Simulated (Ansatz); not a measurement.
Crystal: SiC (Moissanite).

```
Si C
1.0
     3.07600    0.00000    0.00000
    -1.53800    2.66389    0.00000
     0.00000    0.00000    5.04800
Si C
2 2
Direct
  0.66667 0.33333 0.50000
  0.33333 0.66667 0.00000
  0.66667 0.33333 0.88500
  0.33333 0.66667 0.38500
```

Base run:

* Program: Ansatz 0.2.0
* Functional: RPBE
* Potentials or basis: Ansatz PAW
* Cutoff: 420 eV (not typed: the program's choice for these potentials)
* k mesh: 10 × 10 × 5
* Occupations: fermi-dirac, width 0.05 eV
* Spin: no spin polarisation

Its results: band gap on the k mesh 2.52 eV, indirect (least direct gap 4.12 eV); pressure 7.0 GPa; largest force 0.762 eV/Å.

Q: The run is repeated on the same cell with these changes: functional from RPBE to PBE; potentials or basis from Ansatz PAW to JTH PAW; cutoff from 420 eV (not typed: the program's choice for these potentials) to 780 eV (not typed: the program's choice for these potentials). What comes out?

A: Band gap on the k mesh 2.49 eV, indirect (least direct gap 4.09 eV); pressure 3.1 GPa; largest force 0.748 eV/Å.

Caveats: the k mesh misses the band edges, so the gap on the mesh is wider than the one along the path; the PAW data sets come from PBE, with cores solved anew for the run's functional, which leaves a small shift of forces and pressure (some runs).
